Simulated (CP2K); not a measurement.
Write the native input for CP2K 2026.2 that does the following.

- Task: atomic charges
- Functional: PBEsol
- Potentials or basis: POTENTIAL_UZH Si GTH-PBE-q4, O GTH-PBE-q6; DZVP-MOLOPT-PBE-GTH basis
- Density cutoff: 11565 eV
- k mesh: 5 × 5 × 5
- Occupations: fermi-dirac, width 0.05 eV
- Spin: no spin polarisation
- SCF solver: diagonalisation with k points
- Quickstep method: GPW
- EPS_DEFAULT: 1.0E-10
- EPS_SCF: 1.0E-6
- MAX_SCF: 100
- SCF_GUESS: ATOMIC
- k points reduced by the point group: yes
- Mesh centred on Gamma: yes
- CHOLESKY: OFF
- EPS_EIGVAL: 1.0E-7
- MIXING METHOD: BROYDEN_MIXING
- MIXING ALPHA: 0.4
- NBUFFER: 8
- NGRIDS: 4
- Basis sets: Si DZVP-MOLOPT-PBE-GTH-q4, O DZVP-MOLOPT-PBE-GTH-q6
- Potentials: Si GTH-PBE-q4 of POTENTIAL_UZH, O GTH-PBE-q6 of POTENTIAL_UZH
- ADDED_MOS: [30]
- Hirshfeld SHAPE_FUNCTION: DENSITY
- VORONOI_RADII: UNITY
- MPI ranks: 2
- REL_CUTOFF (Ry): 60 Ry
- MIXING BETA (1/bohr): 1.5 1/bohr
- CUTOFF of the grids: 850 Ry

The system is SiO2.

```xyz
12
Lattice="6.8425 0.0000 0.0000 -4.8487 4.8280 0.0000 -0.9969 -2.4140 6.3244" Properties=species:S:1:pos:R:3 pbc="T T T"
Si    0.9969    2.4140    4.0870
Si   -2.7806    3.9740    0.0000
Si    4.7745    0.8540    0.0000
Si    0.0000    0.0000    2.2374
O    -4.6265    1.9106    5.0055
O     1.2191   -0.5034    1.3189
O     4.6265   -1.9106    5.0055
O    -1.2191    0.5034    1.3189
O    -0.4985   -1.2070    3.1622
O     3.4212    0.0000    0.0000
O    -2.4243    2.4140    0.0000
O     0.4985    1.2070    3.1622
```

The cell comes from a database or a generator and needn't be the stable form of this composition.

The input as run:

sio2_charges.inp

```
&GLOBAL
  PROJECT sio2_charges
  RUN_TYPE ENERGY_FORCE
  PRINT_LEVEL LOW
&END GLOBAL
&FORCE_EVAL
  METHOD QS
  STRESS_TENSOR ANALYTICAL
  &DFT
    BASIS_SET_FILE_NAME BASIS_MOLOPT_UZH
    POTENTIAL_FILE_NAME POTENTIAL_UZH
    &MGRID
      CUTOFF 850
      REL_CUTOFF 60
      NGRIDS 4
    &END MGRID
    &QS
      METHOD GPW
      EPS_DEFAULT 1.0E-10
    &END QS
    &KPOINTS
      SCHEME MONKHORST-PACK 5 5 5
      GAMMA_CENTERED T
      SYMMETRY T
      SYMMETRY_BACKEND SPGLIB
    &END KPOINTS
    &SCF
      SCF_GUESS ATOMIC
      EPS_SCF 1.0E-6
      MAX_SCF 100
      ADDED_MOS 30
      CHOLESKY OFF
      EPS_EIGVAL 1.0E-7
      &DIAGONALIZATION ON
        ALGORITHM STANDARD
      &END DIAGONALIZATION
      &MIXING ON
        METHOD BROYDEN_MIXING
        ALPHA 0.4
        BETA 1.5
        NBUFFER 8
      &END MIXING
      &SMEAR ON
        METHOD FERMI_DIRAC
        ELECTRONIC_TEMPERATURE [K] 580.226
      &END SMEAR
    &END SCF
    &XC
      &XC_FUNCTIONAL
        &GGA_X_PBE_SOL
        &END GGA_X_PBE_SOL
        &GGA_C_PBE_SOL
        &END GGA_C_PBE_SOL
      &END XC_FUNCTIONAL
    &END XC
    &PRINT
      &KPOINTS ON
      &END KPOINTS
      &MULLIKEN ON
      &END MULLIKEN
      &MO ON
        ENERGIES T
        OCCUPATION_NUMBERS T
        &EACH
          QS_SCF 0
        &END EACH
        ADD_LAST NUMERIC
      &END MO
      &LOWDIN ON
      &END LOWDIN
      &HIRSHFELD ON
        SHAPE_FUNCTION DENSITY
      &END HIRSHFELD
      &VORONOI ON
        VORONOI_RADII UNITY
      &END VORONOI
    &END PRINT
  &END DFT
  &SUBSYS
    &CELL
      ABC 6.8424876460 6.8424876460 6.8424876461
      ALPHA_BETA_GAMMA 98.3774743712 98.3774743717 135.1220813956
      PERIODIC XYZ
    &END CELL
    &COORD
      SCALED
      Si  0.8231114200 0.8231114200 0.6462228400
      Si  0.1768885800 0.8231114200 0.0000000000
      Si  0.8231114200 0.1768885800 0.0000000000
      Si  0.1768885800 0.1768885800 0.3537771600
      O   0.0000000000 0.7914513400 0.7914513400
      O   0.2085486600 0.0000000000 0.2085486600
      O   0.7914513400 0.0000000000 0.7914513400
      O   0.0000000000 0.2085486600 0.2085486600
      O   0.0000000000 0.0000000000 0.5000000000
      O   0.5000000000 0.0000000000 0.0000000000
      O   0.0000000000 0.5000000000 0.0000000000
      O   0.5000000000 0.5000000000 0.5000000000
    &END COORD
    &KIND Si
      BASIS_SET DZVP-MOLOPT-PBE-GTH-q4
      POTENTIAL GTH-PBE-q4
    &END KIND
    &KIND O
      BASIS_SET DZVP-MOLOPT-PBE-GTH-q6
      POTENTIAL GTH-PBE-q6
    &END KIND
    &PRINT
      &ATOMIC_COORDINATES ON
      &END ATOMIC_COORDINATES
      &CELL ON
      &END CELL
    &END PRINT
  &END SUBSYS
  &PRINT
    &FORCES ON
    &END FORCES
    &STRESS_TENSOR ON
    &END STRESS_TENSOR
  &END PRINT
&END FORCE_EVAL
```

Potentials or basis: POTENTIAL_UZH Si GTH-PBE-q4, O GTH-PBE-q6; DZVP-MOLOPT-PBE-GTH basis.

The run is started by

```bash
$ OMP_NUM_THREADS=1 mpirun -n 2 cp2k.psmp -i sio2_charges.inp -o sio2_charges.out
```

Results of the run:

- Pressure: 3.4 GPa
- Largest force: 0.217 eV/Å
- Band gap on the k mesh: 7.37 eV, indirect (least direct gap 7.38 eV)
- Mulliken charges: Si +0.92; O -0.48, -0.44 e
- Hirshfeld charges: Si +0.53; O -0.27, -0.26 e
- Voronoi charges: Si +2.09; O -1.04, -1.05 e

Caveat: Mulliken charges move with the basis; the potentials were made for another functional, which shifts forces and pressure; an odd mesh through Γ misses points on the zone boundary, where band edges often lie; the basis of atomic orbitals isn't converged, which shifts pressures, moduli and gaps.

Wall time 2.4 min on 2 MPI ranks on Arm Neoverse N1, with other jobs on the host.
